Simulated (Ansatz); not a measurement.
**Tetragonal deformation path in ZnSe**

The calculation used DFT PBE, scalar-relativistic, plane waves, PAW in Ansatz. Settings: plane waves to 420 eV, k-mesh 10×10×10 (Γ-centred), Gaussian smearing 0.05 eV. No spin polarisation. Energies are free energies at this smearing, counted from the undisturbed cell; pressure is positive in compression.

Reference structure (relaxed at this level):

```
Zn Se
1.0
     0.00000    2.86592    2.86592
     2.86592    0.00000    2.86592
     2.86592    2.86592    0.00000
Zn Se
1 1
Direct
  0.00000 0.00000 0.00000
  0.75000 0.75000 0.75000
```

At fixed volume and fractional coordinates, lengths along (0.000, 0.000, 1.000) are scaled against those across it; ρ is that ratio over its starting value.

```csv
ρ,ΔE (meV/atom)
0.650,202.2
0.707,138.1
0.780,77.6
0.850,36.6
0.920,10.6
0.960,2.7
1.000,0.0
1.050,4.3
1.100,17.2
1.200,69.5
1.300,156.0
1.414,292.8
1.500,418.5
```

Predict the pressure (GPa) at each point.

```tsv
ρ	pressure (GPa)
0.650	-3.3
0.707	-2.2
0.780	-1.2
0.850	-0.5
0.920	-0.1
0.960	0.0
1.000	0.0
1.050	0.0
1.100	-0.1
1.200	-0.4
1.300	-0.8
1.414	-1.1
1.500	-1.2
```

Cost: 13 runs of about 0.48 core-minutes in all, on AMD EPYC 9R45 (Zen 5) (shared hosts).